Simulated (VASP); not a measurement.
## ZnSe in VASP 6.6.1, single-point calculation

INCAR

```
LASPH = .TRUE.
ISMEAR = -1
IBRION = -1
PREC = Accurate
LREAL = .FALSE.
ISIF = 2
NSW = 0
LCHARG = .FALSE.
NBANDS = 7
EDIFF = 1E-7
GGA = PE
LWAVE = .FALSE.
SIGMA = 0.02
ENCUT = 520
NELM = 89
```

KPOINTS

```
KPOINTS created by Atomic Simulation Environment
0
Gamma
8 8 8
0 0 0
```

POSCAR

```
Zn Se
 1.0000000000000000
     0.0000000000000000    2.8324206844000002    2.9173933049000000
     2.8324206844000002    0.0000000000000000    2.9173933049000000
     2.8324206844000002    2.8324206844000002    0.0000000000000000
 Zn  Se
   1   1
Cartesian
  0.0000000000000000  0.0000000000000000  0.0000000000000000
  1.4162103421999999  1.4162103421999999  1.4586966524499998
```

The recommended PBE PAW datasets give the neutral cell 18 valence electrons.

Command

```
mpirun -np 1 vasp_std
```

Standard output (part)

```
POSCAR found type information on POSCAR ZnSe
 POSCAR found :  2 types and       2 ions
 LDA part: xc-table for (Slater+PW92), standard interpolation
|     EEEEEEE  RRRRRR   RRRRRR   OOOOOOO  RRRRRR      ###     ###     ###     |
|     E        R     R  R     R  O     O  R     R     ###     ###     ###     |
|     E        R     R  R     R  O     O  R     R     ###     ###     ###     |
|     EEEEE    RRRRRR   RRRRRR   O     O  RRRRRR       #       #       #      |
|     E        R    R   R    R   O     O  R    R      ###     ###     ###     |
|     EEEEEEE  R     R  R     R  OOOOOOO  R     R     ###     ###     ###     |
|     The number of bands is not sufficient to hold all electrons. I am       |
|     sorry, but this calculation does not make sense. If you want to         |
|     calculate only selected states, you need to set either EFERMI or        |
|     EREF. EREF specifies around which energy states are supposed to be      |
|     calculated.                                                             |
|     I found NBANDS = 7, NELECT = 18.                                        |
|       ---->  I REFUSE TO CONTINUE WITH THIS SICK JOB ... BYE!!! <----       |
```

VASP stopped before the first electronic step.

Task: What is wrong with this input?

Result: Too few bands. VASP stopped before the first electronic step.
